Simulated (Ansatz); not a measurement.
SiO2 built on the fluorite prototype (r2SCAN geometry), in Ansatz:

```
Si O
1.0
     0.00000    2.26417    2.26417
     2.26417    0.00000    2.26417
     2.26417    2.26417    0.00000
Si O
1 2
Cartesian
  0.0000 0.0000 0.0000
  1.1321 1.1321 1.1321
  3.3963 3.3963 3.3963
```

G0W0@PBE with 87 empty bands, a screening cutoff of 140 eV and a 6×6×6 mesh (PAW, contour deformation) gives 3.543 eV over the mesh points, from a PBE gap of 2.085 eV; it sums over 95 bands with 89 plane waves in the screening and a wave cutoff of 420 eV. No extrapolation in bands, cutoff or mesh was made for G0W0. The calculation is spin-unpolarised, and the structure need not be a phase that has been made.

Problem. Estimate the gap with potentials of the kind norm-conserving.

Solution. 3.593 eV (+0.050 eV), from a Kohn-Sham gap of 2.098 eV.

Problem. Estimate the gap with starting point LDA.

Solution. 3.585 eV (+0.042 eV), from a Kohn-Sham gap of 1.842 eV.

Problem. Estimate the gap with empty bands 160, screening cutoff 210 eV.

Solution. 3.712 eV (+0.169 eV), from a Kohn-Sham gap of 2.085 eV.
